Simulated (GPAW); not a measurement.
Write an ASE script for GPAW 26.7.0 that does the following.

```yaml
Task: band structure
Functional: PBEsol
Potentials_or_basis: PAW data sets generated in the run's folder for this functional
Cutoff: 800 eV
Basis: pw
k_mesh: 10 × 10 × 8
Occupations: fermi-dirac, width 0.05 eV
Spin: no spin polarisation
Maxiter: 150
Band_path: GMKGALHA,LM,KH
Band_points: 60
```

The structure of HfB2 lies in HfB2.xyz:

```xyz
3
Lattice="3.1400000000 0.0000000000 0.0000000000 -1.5700000000 2.7193197679 0.0000000000 0.0000000000 0.0000000000 3.4800000000" Properties=species:S:1:pos:R:3 pbc="T T T"
Hf     0.0000000000      0.0000000000      0.0000000000
B      1.5700000002      0.9064399225      1.7400000000
B     -0.0000000002      1.8128798454      1.7400000000
```

One way to write it, as run:

run.py

```python
from ase.dft.bandgap import bandgap
from ase.io import read, write
from ase.units import GPa
from gpaw import GPAW, PW, setup_paths

setup_paths.insert(0, '.')

atoms = read('HfB2.xyz')

calc = GPAW(mode=PW(800),
            xc='PBEsol',
            kpts={'size': (10, 10, 8), 'gamma': True},
            occupations={'name': 'fermi-dirac', 'width': 0.05},
            nbands=20,
            convergence={'density': 1e-05, 'energy': 1e-05},
            maxiter=150,
            txt='gpaw.txt')
atoms.calc = calc
energy = atoms.get_potential_energy()
forces = atoms.get_forces()
stress = atoms.get_stress()
calc.write('gs.gpw')
write('result.traj', atoms)
print(f'Energy: {energy:.6f} eV')
print('Forces (eV/A):')
print(forces.round(4))
print('Stress (GPa):', (stress / GPa).round(3))
print('Fermi level:', round(calc.get_fermi_level(), 4), 'eV')
print(f'Gap: {bandgap(calc)[0]:.4f} eV, direct: {bandgap(calc, direct=True)[0]:.4f} eV')

path = atoms.cell.bandpath('GMKGALHA,LM,KH', npoints=60, eps=1e-4)
bs_calc = calc.fixed_density(kpts=path, symmetry='off', nbands=30,
                             convergence={'bands': 'CBM+6.0', 'eigenstates': 1e-6}, txt='bands.txt')
bs = bs_calc.band_structure()
bs.write('bs.json')
print(f'Gap on the path: {bandgap(bs_calc)[0]:.4f} eV')
```

Potentials or basis: PAW data sets generated in the run's folder for this functional, pw.

Run with:

```bash
$ gpaw-setup -f PBEsol B Hf
$ OMP_NUM_THREADS=1 python run.py
```

It gave:

```json
{
 "Pressure": "-3.5 GPa",
 "Band gap along the path": "none (metal or under the smearing width)"
}
```

Caveat: spin-orbit coupling is left out, which moves the levels of the heavy elements.

It took 71 s on 1 thread of Arm Neoverse V1, on a shared host, peak memory 0.29 GiB.
